**Squeezing In3As along one axis: springs, volume or shape?**

Count the bonds first. Each atom has twelve nearest neighbours, and a strain along $x$ changes the length of only eight of these bonds. All eight push along $x$, but only four of them push along $y$, and the other four along $z$. If the crystal were a network of springs between neighbours, a small squeeze along $x$ would therefore push sideways half as hard as it pushes along the squeezed axis.

In3As of the Cu3Au type (unstrained cubic a = 4.602 Å), strained along x with the other edges and fractional coordinates fixed. Ansatz 0.2.0, plane-wave PAW, scalar-relativistic PBE with D3(BJ), no spin polarisation, cutoff 420 eV, 10×10×10 k mesh, Gaussian smearing 0.15 eV. Energies are free energies relative to the unstrained cell; pressure is positive in compression.

| strain | energy change (meV/atom) | tensile stress along pattern (GPa) | pressure (GPa) |
| --- | --- | --- | --- |
| -0.15 | 103.0 | -11.06 | 11.38 |
| -0.1125 | 51.6 | -7.21 | 7.57 |
| -0.075 | 19.4 | -4.04 | 4.48 |
| -0.0375 | 4.3 | -1.54 | 1.98 |
| 0 | 0.0 | 0.00 | 0.00 |
| 0.0375 | 4.6 | 1.61 | -1.60 |
| 0.075 | 18.3 | 3.16 | -2.92 |
| 0.1125 | 39.7 | 4.25 | -3.95 |
| 0.1312 | 52.4 | 4.65 | -4.38 |
| 0.15 | 66.2 | 5.01 | -4.76 |

In the unstrained cell the twelve neighbour distances are equal; every strained cell in the table is tetragonal, no longer cubic. The table tests the count of bonds. The strain $\varepsilon$ is the relative change of the cell edge along $x$, while the other two edges are held fixed, so the volume changes by the same fraction. The column "tensile stress along pattern" is the axial stress $\sigma_x$, positive in tension. The pressure $p$ is minus the mean of the three normal stresses, and since $y$ and $z$ are alike, the sideways stress is

$$\sigma_s=\frac{-3p-\sigma_x}{2}.$$

**First explanation: springs.** The count can be made exact for any central force between nearest neighbours. A bond contributes to each stress in proportion to the square of its projection on that axis, and the $x$ projection scales with $1+\varepsilon$. Bonds in the $yz$ plane keep their length and add no net stress, because the starting cell is stress-free. This gives

$$\frac{\sigma_s}{\sigma_x}=\frac{1}{2(1+\varepsilon)^2}.$$

At a strain of −0.0375 the axial stress is −1.54 GPa, so springs would give a sideways stress of about −0.8 GPa. The PBE calculation with dispersion correction gives −2.2 GPa. The sideways push is larger than the axial one, not half of it, and this holds in all four compressed rows. The spring picture is tempting because the structure is close-packed, but it fails in every strained row. This rules out springs between nearest neighbours only; central forces that reach the second neighbours along the cube edges are not bound to this ratio.

**Second explanation: volume alone.** In a simple metal much of the energy belongs to electrons spread through the whole crystal, and these respond to the space they have more than to the length of single bonds. If only the volume mattered, the crystal would push equally in all directions, as a fluid does. Over the strained rows this rule misses the sideways stress by 0.5 GPa (root mean square), against 2.4 GPa for springs. Volume thus accounts for most of the response, though not for a sideways push that exceeds the axial one.

The energies show the same gap. A metal usually stiffens under compression, so a squeeze should cost more than an equal stretch. A Murnaghan curve, fitted to the pressures of all ten rows and integrated to an energy, gives 5.4 meV/atom for the small squeeze and 4.7 for the small stretch. The table has the opposite order, 4.3 and 4.6 meV/atom.

**Third explanation: volume and a preference for one shape.** What volume leaves out is the difference $\sigma_x-\sigma_s$. When it is positive, the cell would lower its energy by becoming shorter along $x$ and wider along $y$ and $z$ at the same volume. It is +0.66 GPa at a strain of −0.0375, so a cell that is already flattened would gain by flattening further. In the stretched cells it is zero within rounding at +0.0375 and about +0.4 GPa beyond, which pulls the long axis back. The series is not smooth: it stands at 0.66 GPa at both −0.075 and −0.0375, vanishes at zero and +0.0375, and jumps to 0.36 GPa at +0.075. In a metal, a mesh of this density with this smearing can be expected to produce spurious stress differences of a similar size, so part or most of this remainder may be mesh error, and the table cannot tell.

Taken at face value, the shape preference helps a squeeze and, from a strain of 0.075 on, hinders a stretch. Symmetry allows such a bias: flattening a cube and elongating it produce different crystals, so their energies need not match. At the smallest strains it would account for the reversed order of the energies, though a gap of 0.3 meV/atom is too small to trust without a test of the mesh. At larger strains the stiffening under compression wins, and the squeeze becomes the dearer of the two.

The size of the effect can be estimated by hand for the small squeeze. By the definition of pressure, $\sigma_x=-p+\tfrac23(\sigma_x-\sigma_s)$, so the shape part of the axial stress is $\tfrac23\times0.66=0.44$ GPa. If it grows evenly from zero, its work is half of this times the strain and the volume per atom:

$$\tfrac12\times0.44\ \text{GPa}\times(-0.0375)\times24.37\ \text{Å}^3\approx-1.3\ \text{meV/atom}.$$

The fitted curve, which included this row's pressure, leaves −1.1 meV/atom to be explained. The agreement is expected, because the axial stress is the slope of the energy along this path; it does not reveal what causes the preference, nor does it test the k mesh, which both share. The split is also approximate, because the pressure was taken in cells whose shape changes along with their volume.

**Where the preference may come from.** One possible cause is a band form of the Jahn–Teller effect. Flattening the cube splits electron levels that cubic symmetry holds together, and energy is gained if the lowered levels are filled while the raised ones empty. The number of states near the Fermi level should then fall. Estimated from the smearing term of the energy, it falls in all four compressed rows by more than a free-electron gas would lose. The fall is largest at a strain of −0.075, about 0.6 states per eV and cell against 0.1. The support is weak. Stretching splits the same levels, yet in the stretched rows the estimate rises, roughly as it would for a free-electron gas. It is also taken on the same k mesh as the stresses and shares its errors, the volume shrank along with the change of shape, and no density of states was calculated.

**What this means for stability.** The slopes of the two stresses between −0.0375 and +0.0375 give elastic constants of $C_{11}\approx42$ GPa for the axial and $C_{12}\approx51$ GPa for the sideways response. A cubic crystal with $C_{11}<C_{12}$ is unstable: it can lower its energy by a tetragonal change of shape at constant volume. The energy minimum at zero strain does not contradict this, because with the sides clamped every step also changes the volume, and that costs energy. The evidence is thin, however. It rests on one coarse pair of strains, with a single k mesh and a single smearing width, and the next wider pair gives a difference $C_{11}-C_{12}$ of only −2 GPa instead of −9. Even within the smallest pair the whole difference comes from the squeezed row, since the two stresses of the stretched row are equal within rounding.

A scan that only scales the cubic cell would miss the matter altogether, because the three stresses stay equal and only the volume part shows. For practical work, a smooth energy minimum in such a scan, or in one with clamped sides, is therefore no certificate that a cubic phase is stable. Comparing how fast the axial and sideways stresses grow at small strain tests the phase against a tetragonal change of shape, though not against other distortions. The full stresses and the fitted curve are in the output below.

The question left open is whether the cubic cell is unstable against arbitrarily small tetragonal distortions or only prefers to flatten once it has been squeezed, or whether the difference between the stresses is largely an error of the mesh. A scan of the axis ratio at fixed volume, with strains well below 0.0375 and a denser mesh of k points, would decide it.

Numerical output:

```
Stresses in GPa, tension positive:
      row   axial  sideways  sideways_if_springs  axial_less_sideways
    -0.15  -11.06    -11.54               -7.654                 0.48
  -0.1125   -7.21     -7.75               -4.577                 0.54
   -0.075   -4.04      -4.7               -2.361                 0.66
  -0.0375   -1.54      -2.2              -0.8312                 0.66
      0.0       0         0                    0                    0
   0.0375    1.61     1.595               0.7479                0.015
    0.075    3.16       2.8                1.367                 0.36
   0.1125    4.25       3.8                1.717                 0.45
   0.1312    4.65     4.245                1.817                0.405
     0.15    5.01     4.635                1.894                0.375
rms miss of sideways stress, springs, strained rows (GPa): 2.427
rms miss of sideways stress, volume alone, strained rows (GPa): 0.4749
sideways over axial stress at strain -0.0375: 1.429
C11 from the pair at 0.0375 (GPa): 42
C12 from the pair at 0.0375 (GPa): 50.6
C11 less C12 from the pair at 0.0375 (GPa): -8.6
the same difference from the pair at 0.075 (GPa): -2
fit of pressure on 10 rows: coefficient of (vol**(-s) - 1)/s 46.96 +/- 0.13, s 4.675; rms 0.0405, worst -0.1125 -0.065, leave-one-out rms 0.0821
Energies in meV/atom, change of states at the Fermi level in 1/eV a cell:
      row  from_pressure  remainder  zero_smearing   states  free_electrons
    -0.15          110.5     -7.549          102.4  -0.3982         -0.2156
  -0.1125             57     -5.403           50.9  -0.5298         -0.1606
   -0.075          23.34     -3.944          18.59  -0.5964         -0.1064
  -0.0375          5.403     -1.103          3.938  -0.2546        -0.05283
      0.0              0          0              0        0               0
   0.0375          4.688   -0.08756          4.664  0.06667         0.05218
    0.075          17.56     0.7396          18.51   0.1463          0.1037
   0.1125          37.12      2.577          40.05   0.2542          0.1547
   0.1312             49      3.401          52.66    0.208          0.1799
     0.15          62.19      4.009          66.34   0.1067          0.2051
```
